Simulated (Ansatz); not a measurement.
Write the native input for Ansatz 0.2.0 that does the following.

```
Task                : single point
Functional          : r2SCANh
Potentials or basis : Ansatz PAW
Cutoff              : 500 eV (not typed: the program's choice for these potentials)
k mesh              : 4 × 4 × 4
Occupations         : fermi-dirac, width 0.05 eV
Spin                : no spin polarisation
```

TePt:

```xyz
2
Lattice="0.0000 3.2450 3.2450 3.2450 0.0000 3.2450 3.2450 3.2450 0.0000" Properties=species:S:1:pos:R:3 pbc="T T T"
Pt    0.0000    0.0000    0.0000
Te    1.6225    1.6225    1.6225
```

Measurements of this composition are mostly on another form, of space group No. 166.

The input as run:

input

```
crystal:
  lattice:
    - [0.0, 3.24504255, 3.24504255]
    - [3.24504255, 0.0, 3.24504255]
    - [3.24504255, 3.24504255, 0.0]
  atoms:
    - { symbol: Pt, position: [0.0, 0.0, 0.0] }
    - { symbol: Te, position: [0.25, 0.25, 0.25] }
hamiltonian:
  xc: r2scanh
  pseudopotentials: { kind: paw }
kpoints:
  mp_grid: { grid: [4, 4, 4] }
scf:
  occupations: { method: fermi_dirac, width: 0.05 }
output:
  forces: true
  stress: true
  eigenvalues: true
  write_density: true
  write_potential: true
  elf: true
  volumetric_format: npy
```

It gave:

```json
{
 "Pressure": "-12.8 GPa",
 "Band gap on the k mesh": "none (metal or under the smearing width)"
}
```

Caveat: the k mesh is coarse (spacing up to 0.42 Å⁻¹), so the values aren't converged, least of all with exact exchange; the PAW data sets come from PBE, with cores solved anew for the run's functional, which leaves a small shift of forces and pressure; the thresholds are loose for stress.

It took 13 s on 1 × NVIDIA H100 80GB HBM3 with 2 threads of AMD EPYC 7R13 Processor (Zen 3), on a shared host, peak memory 2 GiB.
